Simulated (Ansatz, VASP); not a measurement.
One calculation of Cu, two programs

```
Cu
1.0
     0.00000    1.80662    1.80662
     1.80662    0.00000    1.80662
     1.80662    1.80662    0.00000
Cu
1
Direct
  0.00000 0.00000 0.00000
```

Alike in both runs: functional PBE; k mesh 20 × 20 × 20; occupations gaussian, width 0.1 eV; no spin polarisation.

Ansatz relaxed the structure, and its values are those at the end. VASP's run is a single point on that final structure, the one shown.

|  | VASP | Ansatz |
| --- | --- | --- |
| version | VASP 6.6.1 | Ansatz 0.2.0 |
| potentials or method | VASP PAW PBE potentials, release 64 (Cu) | scalar-relativistic, plane waves, PAW |
| plane-wave cutoff (eV) | 520 | 420 |
| valence electrons in the cell | 11 | 19 |

Ansatz gave:

* gap on the k mesh at the Fermi level (eV): none
* pressure (GPa): 2.0

Problem. Estimate VASP's values.

Solution. gap on the k mesh at the Fermi level (eV): none; pressure (GPa): 2.4.

A gap of «none» marks a metal or a gap that the smearing closes. With one functional, cell and mesh, what is left measures potentials, basis and numerics. The two sets of potentials don't hold the same shells in valence.
